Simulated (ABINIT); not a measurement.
Here is an ABINIT 10.8.3 (patched build) calculation.

File run.py:

```python
import json, os
import numpy as np
from ase.units import GPa
from ase.calculators.abinit import Abinit, AbinitProfile
from ase.io import read

atoms = read('CoO.xyz')
atoms.set_initial_magnetic_moments([2.0, 0.0])

profile = AbinitProfile(command='abinit', pp_paths=[os.path.abspath('pseudos')])
params = dict(
    pps='pawxml', xc='PBE',
    ecut=707.496,
    pawecutdg=1306.1465,
    kptopt=1,
    ngkpt=[12, 12, 12],
    nshiftk=1,
    shiftk=[0.0, 0.0, 0.0],
    ixc=11,
    nband=16,
    occopt=3,
    tsmear=0.05,
    nstep=100,
    tolvrs=1e-09,
    prtwf=0,
    prtden=0,
)

atoms.calc = Abinit(profile=profile, directory='run', **params)
energy = atoms.get_potential_energy()
forces = atoms.get_forces()
stress = atoms.get_stress()
print(f'energy {energy:.6f} eV')
print('forces (eV/A)')
print(np.round(forces, 5))
print('stress (GPa, Voigt, tension positive)', np.round(stress / GPa, 4))
json.dump(dict(energy=energy, forces=forces.tolist(), stress=stress.tolist(), cell=atoms.cell.tolist(), frac=atoms.get_scaled_positions(wrap=False).tolist()), open('results.json', 'w'))
```

File CoO.xyz:

```xyz
2
Lattice="-1.5080000000 1.5080000000 2.1072475377 1.5080000000 -1.5080000000 2.1072475377 1.5080000000 1.5080000000 -2.1072475377" Properties=species:S:1:pos:R:3 pbc="T T T"
Co     0.0000000000      0.0000000000      0.0000000000
O      0.0000000000      0.0000000000      2.1072475377
```

Potentials or basis: JTH PAW PBE v2.0.

Launch:

```bash
$ python run.py
```

**Question.** What does it give for the pressure?

**Answer.** -0.4 GPa.

**Question.** Estimate the site moments.

**Answer.** Co +2.56; O +0.28 μB.

**Question.** What does it give for the net moment?

**Answer.** 2.91 μB per cell.

Stress tensor (GPa, compression positive):
```
-0.47  0.00  0.00
 0.00 -0.47  0.00
 0.00  0.00 -0.32
```

Caveat: a cell with one magnetic atom can't hold antiferromagnetic order, which such compounds often take.
